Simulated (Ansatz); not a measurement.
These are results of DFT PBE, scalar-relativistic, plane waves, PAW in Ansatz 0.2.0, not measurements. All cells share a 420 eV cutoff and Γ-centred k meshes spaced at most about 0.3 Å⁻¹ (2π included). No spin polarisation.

Each guess is relaxed in cell and atoms at zero pressure, on a coarse mesh first where it starts far from rest and then on a converged one. The steps can't lower the symmetry of the start, but it can rise. Energies are static (0 K, no zero-point motion).

Two unrelaxed guesses for Al2In3As5:

A.

```cif
data_structure
_symmetry_space_group_name_H-M 'R3m:H'
_symmetry_Int_Tables_number 160
_cell_length_a 4.0049
_cell_length_b 4.0049
_cell_length_c 49.0503
_cell_angle_alpha 90.000
_cell_angle_beta 90.000
_cell_angle_gamma 120.000
_cell_volume 681.34
loop_
_atom_site_label
_atom_site_type_symbol
_atom_site_symmetry_multiplicity
_atom_site_Wyckoff_symbol
_atom_site_fract_x
_atom_site_fract_y
_atom_site_fract_z
_atom_site_occupancy
Al1 Al 3 a 0.00000 0.00000 0.20000 1
Al2 Al 3 a 0.33333 0.66667 0.06667 1
In1 In 3 a 0.00000 0.00000 0.00000 1
In2 In 3 a 0.33333 0.66667 0.26667 1
In3 In 3 a 0.66667 0.33333 0.13333 1
As1 As 3 a 0.33333 0.66667 0.31667 1
As2 As 3 a 0.00000 0.00000 0.25000 1
As3 As 3 a 0.66667 0.33333 0.18333 1
As4 As 3 a 0.33333 0.66667 0.11667 1
As5 As 3 a 0.00000 0.00000 0.05000 1
```

B.

```cif
data_structure
_symmetry_space_group_name_H-M 'I-4m2'
_symmetry_Int_Tables_number 119
_cell_length_a 4.0049
_cell_length_b 4.0049
_cell_length_c 28.3192
_cell_angle_alpha 90.000
_cell_angle_beta 90.000
_cell_angle_gamma 90.000
_cell_volume 454.23
loop_
_atom_site_label
_atom_site_type_symbol
_atom_site_symmetry_multiplicity
_atom_site_Wyckoff_symbol
_atom_site_fract_x
_atom_site_fract_y
_atom_site_fract_z
_atom_site_occupancy
Al1 Al 4 e 0.00000 0.00000 0.20000 1
In1 In 4 e 0.50000 0.50000 0.10000 1
In2 In 2 a 0.00000 0.00000 0.00000 1
As1 As 2 d 0.50000 0.00000 0.25000 1
As2 As 4 f 0.00000 0.50000 0.35000 1
As3 As 4 f 0.50000 0.00000 0.45000 1
```

**Question.** Do they relax into the same structure? If not, which is lower?

**Answer.** No. B ends lower, by 9 meV/atom. A: R3m at 22.7 Å³/atom → R3m at 27.0 Å³/atom; B: I-4m2 at 22.7 Å³/atom → I-4m2 at 27.0 Å³/atom. Counting As atoms around Al and In (those within 1.25 times the shortest such distance or 1.15 times the sum of covalent radii, 1.27 where that leaves under three), the end of A and the end of B both have Al 4, In 4. End of A. Conventional cell: a = 4.241 Å, c = 52.038 Å. Al on its first site is surrounded by 4 As at 2.47–2.56 Å; In on its first site has 4 As at 2.63–2.68 Å; As on its first site has 4 In at 2.63–2.66 Å; 7 more sites not described. End of B. Conventional cell: a = 4.236 Å, c = 30.072 Å. Al has 4 As at 2.51–2.52 Å; around In on a site of symmetry 2mm lie 4 As at 2.65–2.66 Å; As on a site of symmetry -4m2 has 4 Al at 2.52 Å; 3 more sites not described.

Ends held by symmetry can be saddle points.
